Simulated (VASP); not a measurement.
## Bi under changes of volume

One of the cells (31.739 Å³/atom); the others are scaled copies at fixed shape and fractional positions:

```xyz
1
Lattice="-1.9946 1.9946 1.9946 1.9946 -1.9946 1.9946 1.9946 1.9946 -1.9946" Properties=species:S:1:pos:R:3 pbc="T T T"
Bi    0.0000    0.0000    0.0000
```

This isn't the form of Bi at room conditions, which is rhombohedral.

| Property | Result |
| --- | --- |
| Program | VASP 6.6.1 |
| Functional | PBEsol |
| Potentials or basis | VASP PAW PBE potentials, release 64 (Bi_d) |
| Cutoff | 520 eV |
| k mesh | 9 × 9 × 9 |
| Occupations | fermi-dirac, width 0.05 eV |
| Spin | no spin polarisation |

| volume (Å³/atom) | energy over the lowest point (meV/atom) | pressure (GPa) |
| --- | --- | --- |
| 29.250 | ? | ? |
| 29.872 | 0.00 | 0.3 |
| 30.495 | 0.89 | -1.0 |
| 31.739 | 15.98 | -3.0 |
| 32.362 | 29.18 | -3.9 |
| 32.984 | 45.51 | -4.6 |

What does the run at 29.250 Å³/atom give?

Energy over the lowest point 4.19 meV/atom; pressure 1.6 GPa.

Worked out: A Birch-Murnaghan fit of order 3 (a polynomial in V^(-2/3)) to the other rows has its minimum at 30.07 Å³/atom with B0 = V·E''(V) = 63 GPa and B' = 5.1. It gives 4.36 meV/atom at 29.250 Å³/atom, against the run's 4.19, and -dE/dV = 1.9 GPa, against 1.6.

Energies are extrapolated to zero smearing.

Caveats: the PAW data sets were made with another functional, which shifts forces and pressure a little.
